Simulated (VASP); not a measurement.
# Ta: convergence, self-consistent run

Ta, Im-3m (no. 229), 1 atom in the cell. PBE; PAW potentials Ta_pv (PBE set). VASP 6.6.1.

Wanted: energy within 0.2 meV/atom; Fermi level within 0.005 eV.

What the run is for: comparing ways to start; Accuracy asked: tight.

POSCAR:
```
Ta
1.0
   -1.6512800000      1.6512800000      1.6512800000
    1.6512800000     -1.6512800000      1.6512800000
    1.6512800000      1.6512800000     -1.6512800000
Ta
1
Direct
    0.0000000000      0.0000000000      0.0000000000
```

## How the run starts (with a second run first, the time holds both)

| How the run starts (with a second run first, the time holds both) | Energy less reference (meV/atom) | Fermi level (eV) | Time (s) |
|---|---|---|---|
| from scratch: 12 SCF iterations | 0.00 | 5.4645 | 6.6 |
| orbitals of a nearby geometry (ISTART 1): 11 + 8 SCF iterations | 0.00 | 5.4644 | 18 |
| orbitals and density of a nearby geometry: 11 + 9 SCF iterations | 0.00 | 5.4645 | 21 |
| density of a nearby geometry (ICHARG 1): 11 + 11 SCF iterations | 0.00 | 5.4645 | 19 |
| orbitals in the old basis (ISTART 2), symmetry off: 11 + 8 SCF iterations | -0.16 | 5.4644 | 115 |

## Question

For each series: keep the first row unless others stay within half of the tolerance and take at least 30 % less time, and then take the fastest.

## Answer

- How the run starts (with a second run first, the time holds both): from scratch: 12 SCF iterations

The chosen settings are those of the reference run.

## The input

INCAR:
```
SYSTEM = Ta
GGA      = PE             ! functional
ISMEAR   = 1              ! smearing method
SIGMA    = 0.1            ! smearing width, eV
LWAVE    = .False.        ! write WAVECAR
LCHARG   = .False.        ! write CHGCAR
ISIF     = 2              ! what is computed and relaxed
PREC     = Accurate       ! precision mode
LASPH    = .True.         ! aspherical terms in the spheres
LREAL    = .False.        ! projectors in reciprocal space
ALGO     = Normal         ! electronic algorithm
EDIFF    = 1E-6           ! SCF threshold, eV
NELM     = 120            ! most SCF steps
GGA_COMPAT= .False.      
ENCUT    = 400            ! plane-wave cutoff, eV
```

KPOINTS:
```
k-points
0
Gamma
  14 14 14
```

Commands:
```
cat potpaw_PBE.64/Ta_pv/POTCAR > POTCAR
mpirun -np 1 vasp_std > vasp.out
```

The chosen input took VASP 6.6.1 6.6 s on 1 core (Intel Xeon Platinum 8488C (Sapphire Rapids)), a shared host.

## An input that fails: restart asked without its files

VASP's message: ERROR: charge density could not be read from file CHGCAR for ICHARG>10.

Changes against the starting input:
```
- NELM = 120
+ NELM = 60
+ ICHARG = 11
```
